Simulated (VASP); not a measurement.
Wanted: the native input for a VASP 6.6.1 run.

```
Task                   : relaxation of cell and atoms
Functional             : r2SCAN
Potentials or basis    : VASP PAW PBE potentials, release 64 (Se)
Cutoff                 : 600 eV
k mesh                 : 9 × 9 × 9
Occupations            : gaussian, width 0.05 eV
Spin                   : no spin polarisation
Further INCAR settings : ALGO = Normal; EDIFF = 1e-06; IBRION = 2; EDIFFG = -0.005; NSW = 60; ISIF = 3
```

The structure of Se lies in POSCAR:

```
Se
1.0
    2.8105630200      0.0000000000      0.0000000000
    0.0000000000      2.8105630200      0.0000000000
    0.0000000000      0.0000000000      2.8105630200
Se
1
Direct
    0.0000000000      0.0000000000      0.0000000000
```

This isn't the form of Se at room conditions, which is trigonal, of chains.

The input as run:

INCAR

```
SYSTEM = Se
ALGO = Normal
EDIFF = 1E-6
EDIFFG = -0.005
ENCUT = 600
IBRION = 2
ISIF = 3
ISMEAR = 0
LASPH = .TRUE.
LCHARG = .FALSE.
LMIXTAU = .TRUE.
LREAL = .FALSE.
LWAVE = .FALSE.
METAGGA = R2SCAN
NELM = 60
NSW = 60
PREC = Accurate
SIGMA = 0.05
```

KPOINTS

```
k-points
0
G
  9 9 9
  0 0 0
```

Potentials or basis: VASP PAW PBE potentials, release 64 (Se).

Run with:

```sh
$ cat potpaw_PBE.64/Se/POTCAR > POTCAR
$ mpirun -np 1 vasp_std > vasp.out
```

Results of the run:

| Quantity | Value |
| --- | --- |
| Relaxed volume | 22.46 Å³/atom |
| Relaxed cell | a = 2.821 Å, b = 2.821 Å, c = 2.821 Å, α = 90.00°, β = 90.00°, γ = 90.00° |
| Space group after relaxing (to 0.05 Å) | Pm-3m (No. 221) |
| Energy gained by relaxing | 0.7 meV/atom |
| Ionic steps | 3 |
| Pressure after relaxing | 0.0 GPa |
| Band gap on the k mesh | none (metal or under the smearing width) |

Caveat: the PAW data sets were made with another functional, which shifts forces and pressure a little.

Wall time 41 s on 1 thread of Intel(R) Xeon(R) Platinum 8488C (Sapphire Rapids) (shared host), peak memory 0.14 GiB.
